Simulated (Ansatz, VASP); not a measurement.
## Two plane-wave programs on ZnSe

File INCAR:

```
PREC     = Accurate       # precision mode
ENCUT    = 520            # plane-wave cutoff, eV
EDIFF    = 1E-7           # SCF threshold, eV
ISMEAR   = 0              # smearing method
SIGMA    = 0.1            # smearing width, eV
LREAL    = False          # projectors in reciprocal space
LASPH    = True           # aspherical terms in the spheres
NELM     = 60             # most SCF steps
ALGO     = Normal         # electronic algorithm
ISIF     = 2              # what is computed and relaxed
LWAVE    = False          # write WAVECAR
LCHARG   = False          # write CHGCAR
GGA      = PE             # functional
NBANDS   = 16             # bands
```

KPOINTS

```
regular mesh
0
Gamma
  6 6 6
```

The input POSCAR:

```
ZnSe
1.0
    0.0000000000      2.8661434335      2.8661434335
    2.8661434335      0.0000000000      2.8661434335
    2.8661434335      2.8661434335      0.0000000000
Zn Se
1 1
Direct
    0.0000000000      0.0000000000      0.0000000000
    0.7500000000      0.7500000000      0.7500000000
```

Input for Ansatz:

```yaml
crystal:
  lattice:
    - [0.0, 2.8661434335, 2.8661434335]
    - [2.8661434335, 0.0, 2.8661434335]
    - [2.8661434335, 2.8661434335, 0.0]
  atoms:
    - { symbol: Zn, position: [0.0, 0.0, 0.0] }
    - { symbol: Se, position: [0.75, 0.75, 0.75] }
basis:
  ecutwfc: 420
kpoints:
  mp_grid: { grid: [6, 6, 6] }
hamiltonian:
  xc: pbe
scf:
  occupations: { method: gaussian, width: 0.1 }
  lower_state_search: "off"
output:
  forces: true
  stress: true
  eigenvalues: true
```

Change from the starting cell: the structure that the rattled cell fell into.

Alike in both runs: task single point; functional PBE; k mesh 6 × 6 × 6; occupations gaussian, width 0.1 eV; no spin polarisation.

```csv
,VASP,Ansatz
version,VASP 6.6.1,Ansatz 0.2.0
potentials or method,"VASP PAW PBE potentials, release 64 (Zn, Se)","scalar-relativistic, plane waves, PAW"
plane-wave cutoff (eV),520,420
valence electrons in the cell,18,28
```

```csv
,VASP,Ansatz,Ansatz less VASP
gap on the k mesh at the Fermi level (eV),1.15,1.15,-0.001
least direct gap on the mesh (eV),1.15,1.15,-0.001
pressure (GPa),0.2,0.0,-0.20
```

With one functional, cell and mesh, what is left measures potentials, basis and numerics. The two sets of potentials don't hold the same shells in valence.
